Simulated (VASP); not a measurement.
Data:

```yaml
crystal:
  lattice:
    - [1.35000, -2.33827, 0.00000]
    - [1.35000, 2.33827, 0.00000]
    - [0.00000, 0.00000, 4.38000]
  atoms:
    - { symbol: Be, position: [0.66667, 0.33333, 0.50000] }
    - { symbol: Be, position: [0.33333, 0.66667, 0.00000] }
    - { symbol: O, position: [0.66667, 0.33333, 0.87800] }
    - { symbol: O, position: [0.33333, 0.66667, 0.37800] }
```

Computed with PBE GGA, VASP's PBE PAW potentials (set 64) (plane waves; VASP). Settings: LASPH = .FALSE., 520 eV cut-off, 8×8×5 Γ-centred mesh, Gaussian smearing of 0.050 eV, potentials Be O.

**Question.** Predict the energy per atom (σ→0), pressure.

**Answer.** 
```
Property                        Value
---------------------  --------------
energy per atom (σ→0)  -7.114 eV/atom
pressure                     3.43 GPa
```

The absolute energy has meaning only against runs of the same code, potentials and settings.

The compound is BeO in the wurtzite structure. The cell was not relaxed at this level. The run is one of a series of settings (LASPH = .FALSE. against the base run), some of them coarse on purpose.
